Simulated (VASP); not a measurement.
# TaC (Fm-3m) in VASP: a series of runs

The runs below take TaC through relaxation of cell and atoms, with PBE.

Program: VASP 6.6.1. These are calculated values, not measurements. Logs are shortened: lines on timing, memory, paths and dates and some standing lists are left out, and cuts for length are marked.

### Step 1. The crystal as given

Symmetry: Fm-3m, No. 225, cubic system. Conventional cell: a = 4.446 Å, b = 4.446 Å, c = 4.446 Å, α = 90.00°, β = 90.00°, γ = 90.00°. Ta (site symmetry m-3m) has 6 C at 2.22 Å as nearest neighbours. Around C (site symmetry m-3m) lie 6 Ta at 2.22 Å.

### Step 2. Relaxation of cell and atoms, PBE

Contents of INCAR:

```
PREC     = Accurate       # precision mode
ENCUT    = 520            # plane-wave cutoff, eV
EDIFF    = 1E-7           # SCF threshold, eV
ISMEAR   = 0              # smearing method
SIGMA    = 0.1            # smearing width, eV
LREAL    = F              # projectors in reciprocal space
LASPH    = T              # aspherical terms in the spheres
NELM     = 80             # most SCF steps
ALGO     = Normal         # electronic algorithm
ISIF     = 3              # what is computed and relaxed
LWAVE    = F              # write WAVECAR
LCHARG   = F              # write CHGCAR
GGA      = PE             # functional
IBRION   = 2              # ionic algorithm
NSW      = 80             # ionic steps
EDIFFG   = -0.002         # ionic threshold
```

Contents of KPOINTS:

```
regular mesh
0
Gamma
  16 16 16
```

Contents of POSCAR:

```
TaC
1.0
    0.0000000000      2.2230000000      2.2230000000
    2.2230000000      0.0000000000      2.2230000000
    2.2230000000      2.2230000000      0.0000000000
Ta C
1 1
Direct
    0.0000000000      0.0000000000      0.0000000000
    0.5000000000      0.5000000000      0.5000000000
```

Potentials or basis: VASP PAW PBE potentials, release 64 (Ta, C).

Launch:

```
cat potpaw_PBE.64/Ta/POTCAR potpaw_PBE.64/C/POTCAR > POTCAR
mpirun -np 1 vasp_std > vasp.out
```

OUTCAR:

```text
PREC = Accurate
   ENCUT = 520
   EDIFF = 1E-7
   ISMEAR = 0
   LREAL = F
   LASPH = T
   NELM = 80
   ISIF = 3
   GGA = PE
   IBRION = 2
   NSW = 80
   EDIFFG = -0.002

 ion  position               nearest neighbor table
   1  0.000  0.000  0.000-   2 2.22   2 2.22   2 2.22   2 2.22   2 2.22   2 2.22
   2  0.500  0.500  0.500-   1 2.22   1 2.22   1 2.22   1 2.22   1 2.22   1 2.22

  LATTYP: Found a face centered cubic cell.
 ALAT       =     4.4460000000

  Lattice vectors:

 A1 = (   0.0000000000,   2.2230000000,   2.2230000000)
 A2 = (   2.2230000000,   0.0000000000,   2.2230000000)
 A3 = (   2.2230000000,   2.2230000000,   0.0000000000)

Analysis of symmetry for initial positions (statically):
=====================================================================
 Subroutine PRICEL returns:
 Original cell was already a primitive cell.

 Routine SETGRP: Setting up the symmetry group for a
 face centered cubic supercell.

 Subroutine GETGRP returns: Found 48 space group operations
 (whereof 48 operations were pure point group operations)
 out of a pool of 48 trial point group operations.

The static configuration has the point symmetry O_h .

Analysis of symmetry for dynamics (positions and initial velocities):
=====================================================================
 Subroutine PRICEL returns:
 Original cell was already a primitive cell.

 Routine SETGRP: Setting up the symmetry group for a
 face centered cubic supercell.

 Subroutine GETGRP returns: Found 48 space group operations
 (whereof 48 operations were pure point group operations)
 out of a pool of 48 trial point group operations.

The dynamic configuration has the point symmetry O_h .

 Subroutine INISYM returns: Found 48 space group operations
 (whereof 48 operations are pure point group operations),
 and found     1 'primitive' translations

----------------------------------------------------------------------------------------

                                     Primitive cell

  volume of cell :      21.9709

  direct lattice vectors                    reciprocal lattice vectors
     0.000000000  2.223000000  2.223000000    -0.224921278  0.224921278  0.224921278
     2.223000000  0.000000000  2.223000000     0.224921278 -0.224921278  0.224921278
     2.223000000  2.223000000  0.000000000     0.224921278  0.224921278 -0.224921278

  length of vectors
     3.143796749  3.143796749  3.143796749     0.389575080  0.389575080  0.389575080

  position of ions in fractional coordinates (direct lattice)
     0.000000000  0.000000000  0.000000000
     0.500000000  0.500000000  0.500000000

  ion indices of the primitive-cell ions
   primitive index   ion index
                 1           1
                 2           2

----------------------------------------------------------------------------------------

 KPOINTS: regular mesh

Automatic generation of k-mesh.
 Grid dimensions read from file:
 generate k-points for:   16   16   16

 Generating k-lattice:

  Cartesian coordinates                     Fractional coordinates (reciprocal lattice)
    -0.014057580  0.014057580  0.014057580     0.062500000  0.000000000  0.000000000
     0.014057580 -0.014057580  0.014057580     0.000000000  0.062500000  0.000000000
     0.014057580  0.014057580 -0.014057580     0.000000000  0.000000000  0.062500000

  Length of vectors
     0.024348443  0.024348443  0.024348443

  Shift w.r.t. Gamma in fractional coordinates (k-lattice)
     0.000000000  0.000000000  0.000000000

 Subroutine IBZKPT returns following result:
 ===========================================

 Found    145 irreducible k-points:

 Following reciprocal coordinates:
            Coordinates               Weight
  0.000000  0.000000  0.000000      1.000000
  0.062500  0.000000  0.000000      8.000000
  0.125000  0.000000  0.000000      8.000000
  0.187500  0.000000  0.000000      8.000000
  0.250000  0.000000  0.000000      8.000000
  0.312500  0.000000  0.000000      8.000000
[... 16 lines left out ...]
 -0.125000  0.062500  0.000000     24.000000
 -0.062500  0.062500  0.000000     12.000000
 [... further k-points ...]
   k-points           NKPTS =    145   k-points in BZ     NKDIM =    145   number of bands    NBANDS=      8
   number of dos      NEDOS =    301   number of ions     NIONS =      2
   total plane-waves  NPLWV =  13824
   dimension x,y,z NGX =    24 NGY =   24 NGZ =   24
   dimension x,y,z NGXF=    48 NGYF=   48 NGZF=   48
   ions per type =               1   1
   NGX,Y,Z   is equivalent  to a cutoff of  12.69, 12.69, 12.69 a.u.
   NGXF,Y,Z  is equivalent  to a cutoff of  25.38, 25.38, 25.38 a.u.
 SYSTEM =  unknown system
   PREC   = accura    normal or accurate (medium, high low for compatibility)
   ISTART =      0    job   : 0-new  1-cont  2-samecut
   ICHARG =      2    charge: 1-file 2-atom 10-const
   ISPIN  =      1    spin polarized calculation?
   LNONCOLLINEAR =      F non collinear calculations
   LSORBIT =      F    spin-orbit coupling
   LASPH  =      T    aspherical Exc in radial PAW
   ENCUT  =  520.0 eV  38.22 Ry    6.18 a.u.   5.85  5.85  5.85*2*pi/ulx,y,z
   NELM   =     80;   NELMIN=  2; NELMDL= -5     # of ELM steps
   EDIFF  = 0.1E-06   stopping-criterion for ELM
   LREAL  =      F    real-space projection
   EDIFFG = -.2E-02   stopping-criterion for IOM
   NSW    =     80    number of steps for IOM
   IBRION =      2    ionic relax: 0-MD 1-quasi-New 2-CG
   NFREE  =      1    steps in history (QN), initial steepest desc. (CG)
   ISIF   =      3    stress and relaxation
   ISYM   =      2    0-nonsym 1-usesym 2-fastsym
   POTIM  = 0.5000    time-step for ionic-motion
   TEBEG  =    0.0;   TEEND  =   0.0 temperature during run
   PSTRESS=    0.0 pullay stress
   NELECT =       9.0000    total number of electrons
   NUPDOWN=      -1.0000    fix difference up-down
   EMIN   =  10.00;   EMAX   =-10.00  energy-range for DOS
   EFERMI =   0.00;   METHOD = LEGACY
   ISMEAR =     0;   SIGMA  =   0.10  broadening in eV -4-tet -1-fermi 0-gaus
   EFERMI_NEDOS =   21; number of points for ismear=-14 and -15
   IALGO  =     38    algorithm
   IMIX   =      4    mixing-type and parameters
     AMIX     =   0.40;   BMIX     =  1.00
     AMIX_MAG =   1.60;   BMIX_MAG =  1.00
  volume/ion in A,a.u.               =      10.99        74.13
  Fermi-wavevector in a.u.,A,eV,Ry     =   1.215830  2.297586 20.112713  1.478243
  Thomas-Fermi vector in A             =   2.351204
   LORBIT       =      0    0 simple, 1 ext, 2 COOP (PROOUT), +10 PAW based schemes
   GGA     = PE    functional components
   LHFCALC =     F    Hartree Fock is set to
   AEXX    =    0.0000 exact exchange contribution
   IVDW    =     0    specifies the selected vdW correction
   LEPSILON=     F    determine dielectric tensor
   LRPA    =     F    only Hartree local field effects (RPA)
 conjugate gradient relaxation of ions
 non-spin polarized calculation
 Gauss-broadening in eV      SIGMA  =   0.10
  energy-cutoff  :      520.00
  volume of cell :       21.97
 maximum number of plane-waves:       609
   NGX = 11   NGY = 11   NGZ = 11

--------------------------------------- Ionic step        1  -------------------------------------------

 number of electron       9.0000001 magnetization

 Free energy of the ion-electron system (eV)
  ---------------------------------------------------
  ext. energy  EPLUGINS =         0.00000000
  ---------------------------------------------------
  free energy    TOTEN  =       -22.25802731 eV

  energy without entropy =      -22.25640319  energy(sigma->0) =      -22.25721525

------------------------ aborting loop because EDIFF is reached ----------------------------------------

  FORCE on cell =-STRESS in cart. coord.  units (eV):
  Direction    XX          YY          ZZ          XY          YZ          ZX
  --------------------------------------------------------------------------------------
  -------------------------------------------------------------------------------------
  Total        0.9294419      0.9294419      0.9294419      0.0000000      0.0000000     -0.0000000
  in kB       67.7773272     67.7773272     67.7773272      0.0000000      0.0000000     -0.0000000
  external PRESSURE =      67.7773272 kB  Pullay stress =       0.0000000 kB
[... 89 lines left out ...]
  FREE ENERGIE OF THE ION-ELECTRON SYSTEM (eV)
  ---------------------------------------------------
  free  energy   TOTEN  =       -22.2668503421 eV

  energy  without entropy=      -22.2651818767  energy(sigma->0) =      -22.26601611

[... ionic steps 4 to 12 ...]

--------------------------------------- Ionic step       13  -------------------------------------------

 number of electron       9.0000000 magnetization

------------------------ aborting loop because EDIFF is reached ----------------------------------------

  FORCE on cell =-STRESS in cart. coord.  units (eV):
  Direction    XX          YY          ZZ          XY          YZ          ZX
  --------------------------------------------------------------------------------------
  -------------------------------------------------------------------------------------
  Total        0.0045632      0.0045632      0.0045632      0.0000000     -0.0000000      0.0000000
  in kB        0.3264469      0.3264469      0.3264469      0.0000000     -0.0000000      0.0000000
  external PRESSURE =       0.3264469 kB  Pullay stress =       0.0000000 kB
[... 57 lines left out ...]
  energy  without entropy=      -22.2651853042  energy(sigma->0) =      -22.26601912

--------------------------------------- Ionic step       15  -------------------------------------------

 number of electron       9.0000000 magnetization

 Free energy of the ion-electron system (eV)
  ---------------------------------------------------
  ext. energy  EPLUGINS =         0.00000000
  ---------------------------------------------------
  free energy    TOTEN  =       -22.26685297 eV

  energy without entropy =      -22.26518529  energy(sigma->0) =      -22.26601913

 E-fermi :   8.4662     XC(G=0): -12.9684

 val. band max:        8.4410373380   @ k =   0.4375   0.1875   0.0625
 cond. band min:       8.4854560553   @ k =   0.1250   0.0625   0.0000
 fundamental gap:      0.0444187173
 Fermi energy:         8.4661860547

 k-point     1 :       0.0000    0.0000    0.0000
  band No.  band energies     occupation
      1      -6.2189      2.00000
      2       7.1756      2.00000
      3       7.1756      2.00000
      4       7.1756      2.00000
      5       8.0268      2.00000
      6       8.0268      2.00000
      7       8.0268      2.00000
      8       9.1170      0.00000
[... 243 lines left out ...]
 k-point    24 :      -0.0625    0.0625    0.0000
  band No.  band energies     occupation
      1      -5.9477      2.00000
      2       6.0677      2.00000
      3       6.2614      2.00000
      4       6.3885      2.00000
      5       7.3412      2.00000
      6       8.2275      1.99926
      7       8.8133      0.00000
      8      10.0779      0.00000

 [... further k-points ...]

------------------------ aborting loop because EDIFF is reached ----------------------------------------

  FORCE on cell =-STRESS in cart. coord.  units (eV):
  Direction    XX          YY          ZZ          XY          YZ          ZX
  --------------------------------------------------------------------------------------
  -------------------------------------------------------------------------------------
  Total        0.0033807      0.0033807      0.0033807     -0.0000000     -0.0000000      0.0000000
  in kB        0.2418504      0.2418504      0.2418504     -0.0000000     -0.0000000      0.0000000
  external PRESSURE =       0.2418504 kB  Pullay stress =       0.0000000 kB
[... 17 lines left out ...]
  FREE ENERGIE OF THE ION-ELECTRON SYSTEM (eV)
  ---------------------------------------------------
  free  energy   TOTEN  =       -22.2668529651 eV

  energy  without entropy=      -22.2651852917  energy(sigma->0) =      -22.26601913

 reached required accuracy - stopping structural energy minimisation
```

Run time: 94 s. Hardware: 1 thread of Intel Xeon Platinum 8259CL at 2.50GHz (Skylake/Cascade Lake), shared host; peak memory 0.18 GiB.

What came out:

```
Free energy                            : -22.2669 eV
Relaxed volume                         : 11.20 Å³/atom
Relaxed cell                           : a = 3.164 Å, b = 3.164 Å, c = 3.164 Å, α = 60.00°, β = 60.00°, γ = 60.00°
Space group after relaxing (to 0.05 Å) : Fm-3m (No. 225)
Energy gained by relaxing              : 4.4 meV/atom
Ionic steps                            : 15
Pressure after relaxing                : 0.0 GPa
Band gap on the k mesh                 : none (metal or under the smearing width)
```

Step by step:
```
step  energy change (eV)  largest force (eV/Å)  pressure (GPa)  volume (Å³)
   1              0.0000                0.0000            6.78        21.97
   2              0.0422                0.0000          -14.42        23.48
   3             -0.0088                0.0000           -0.09        22.40
   4             -0.0088                0.0000            0.04        22.40
   5             -0.0088                0.0000            0.04        22.40
   6             -0.0088                0.0000            0.04        22.40
   7             -0.0088                0.0000            0.04        22.40
   8             -0.0088                0.0000            0.04        22.40
   9             -0.0088                0.0000            0.04        22.40
  10             -0.0088                0.0000            0.04        22.40
  11             -0.0088                0.0000            0.03        22.40
  12             -0.0088                0.0000            0.03        22.40
  13             -0.0088                0.0000            0.03        22.40
  14             -0.0088                0.0000            0.03        22.40
  15             -0.0088                0.0000            0.02        22.40
```

Final structure:
```yaml
crystal:
  lattice:
    - [0.00000, 2.23725, 2.23725]
    - [2.23725, 0.00000, 2.23725]
    - [2.23725, 2.23725, 0.00000]
  atoms:
    - { symbol: Ta, position: [0.00000, 0.00000, 0.00000] }
    - { symbol: C, position: [0.50000, 0.50000, 0.50000] }
```

### Step 3. Relaxation of cell and atoms, PBE

This run uses another cell than the first one, of 11.20 Å³/atom, 1.019 times its volume.

INCAR is that of step 2.

KPOINTS is that of step 2.

Contents of POSCAR:

```
TaC                                     
1.0
    0.0000000000      2.2372518023      2.2372518023
    2.2372518023     -0.0000000000      2.2372518023
    2.2372518023      2.2372518023     -0.0000000000
  Ta              C             
     1     1
Direct
     0.0000000000000000    1.0000000000000000    0.0000000000000000
     0.5000000000000000    0.5000000000000000    0.5000000000000000
```

Potentials or basis: VASP PAW PBE potentials, release 64 (Ta, C).

Launch:

```
cat potpaw_PBE.64/Ta/POTCAR potpaw_PBE.64/C/POTCAR > POTCAR
mpirun -np 1 vasp_std > vasp.out
```

It took 23 s on 1 thread of Intel Xeon Platinum 8259CL at 2.50GHz (Skylake/Cascade Lake), shared host; peak memory 0.16 GiB.

It converged, with:

| Property | Result |
| --- | --- |
| Free energy | -22.2670 eV |
| Pressure after relaxing | 0.0 GPa |
| Band gap on the k mesh | none (metal or under the smearing width) |

Final structure:
```
Ta C
1.0
     0.00000    2.23725    2.23725
     2.23725    0.00000    2.23725
     2.23725    2.23725    0.00000
Ta C
1 1
Direct
  0.00000 0.00000 0.00000
  0.50000 0.50000 0.50000
```

Levels at points of the mesh, in eV from the Fermi level:
```tsv
k point	band 3	band 4	band 5	band 6	band 7	band 8
(0.00, 0.00, 0.00)	-1.29	-1.29	-0.44	-0.44	-0.44	0.65
(0.50, 0.00, 0.00)	-5.38	-5.38	2.68	2.68	3.65	5.39
(0.50, 0.50, 0.00)	-4.44	-1.74	-1.74	2.56	4.01	4.01
```

Caveat: the relaxation stopped at its first step, so nothing moved. The run has no spin-orbit coupling, so splittings on Ta are missing.
